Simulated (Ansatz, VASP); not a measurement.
# Lu: VASP beside Ansatz

```
CELL_PARAMETERS angstrom
3.53806 0.00000 0.00000
-1.76903 3.06405 0.00000
0.00000 0.00000 5.50728
ATOMIC_POSITIONS crystal
Lu 0.33333 0.66667 0.25000
Lu 0.66667 0.33333 0.75000
```

Alike in both runs: functional BLYP; k mesh 10 × 10 × 6; occupations fermi-dirac, width 0.1 eV; no spin polarisation.

Ansatz relaxed the structure, and its values are those at the end. VASP's run is a single point on that final structure, the one shown.

|  | VASP | Ansatz |
| --- | --- | --- |
| version | VASP 6.6.1 | Ansatz 0.2.0 |
| potentials or method | VASP PAW PBE potentials, release 64 (Lu) | plane waves (420 eV) with PAW, scalar-relativistic |
| plane-wave cutoff (eV) | 520 | 420 |
| valence electrons in the cell | 50 | 50 |

Ansatz gave:

| Property | Result |
| --- | --- |
| pressure (GPa) | 0.0 |

**Question.** What did VASP give for the same quantities?

**Answer.** Pressure (GPa): 0.1.

Caveats: the PAW data sets were made with another functional, which shifts forces and pressure a little (VASP). The runs have no spin-orbit coupling, so splittings on Lu are missing.
